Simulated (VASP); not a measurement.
# TiAl₃: molecular dynamics with a monitored distance, by stops when the distance exceeds

TiAl₃, I4/mmm (no. 139), 8 atoms in the cell. PBE, molecular dynamics; PAW potentials Ti, Al (PBE set).

| Stops when the distance exceeds (Å) | Largest distance met (Å) | Steps run | Mean temperature (K) | Time (s) |
|---|---|---|---|---|
| 2.865 | 2.703 | 80 | 830 | 73 |
| 4.324 | 2.703 | 80 | 830 | 75 |

Limits: 160 fs of 8 atoms are too short for converged averages; the distance is that to the nearest periodic copy, which so small a cell caps; the cell is only 3.8 Å across, so each atom moves in step with near copies of itself.

## Input of the first row

INCAR:
```
SYSTEM = TiAl3
GGA      = PE             ! functional
PREC     = Normal         ! precision mode
ENCUT    = 240            ! plane-wave cutoff, eV
EDIFF    = 1E-5           ! SCF threshold, eV
NELMIN   = 4            
NELM     = 60             ! most SCF steps
ALGO     = Fast           ! electronic algorithm
LREAL    = Auto         
LASPH    = .True.         ! aspherical terms in the spheres
ISMEAR   = -1             ! smearing method
SIGMA    = 0.05           ! smearing width, eV
ISYM     = 0            
LWAVE    = .False.        ! write WAVECAR
LCHARG   = .False.        ! write CHGCAR
IBRION   = 0              ! ionic algorithm
NSW      = 80             ! ionic steps
POTIM    = 2.0            ! step
TEBEG    = 1000         
TEEND    = 1000         
ISIF     = 2              ! what is computed and relaxed
MDALGO   = 1            
ANDERSEN_PROB= 0.05         
RANDOM_SEED= 818791 0 0   
VALUE_MAX= 2.865        
VALUE_MIN= 1.351        
KPAR     = 2             
```

KPOINTS:
```
k-points
0
Gamma
  3 3 2
```

ICONST:
```
R 1 5 7
```

POSCAR:
```
TiAl3
1.0
    3.8222135426      0.0000000000      0.0000000000
    0.0000000000      3.8222135426      0.0000000000
    0.0000000000      0.0000000000      8.5613375894
Ti Al
2 6
Direct
    0.0000000000      0.0000000000      0.0000000000
    0.5000000000      0.5000000000      0.5000000000
    0.5000000000      0.0000000000      0.2500000000
    0.0000000000      0.5000000000      0.2500000000
    0.5000000000      0.5000000000      0.0000000000
    0.0000000000      0.5000000000      0.7500000000
    0.5000000000      0.0000000000      0.7500000000
    0.0000000000      0.0000000000      0.5000000000
```

Commands:
```
cat potpaw_PBE.64/Ti/POTCAR potpaw_PBE.64/Al/POTCAR > POTCAR
mpirun -np 2 vasp_std > vasp.out
```

Changes of the last row against the first:
```
- VALUE_MAX = 2.865
+ VALUE_MAX = 4.324
```

VASP 6.6.1 took 73 s on 2 cores (Intel Xeon 6975P-C (Granite Rapids)), a shared host.
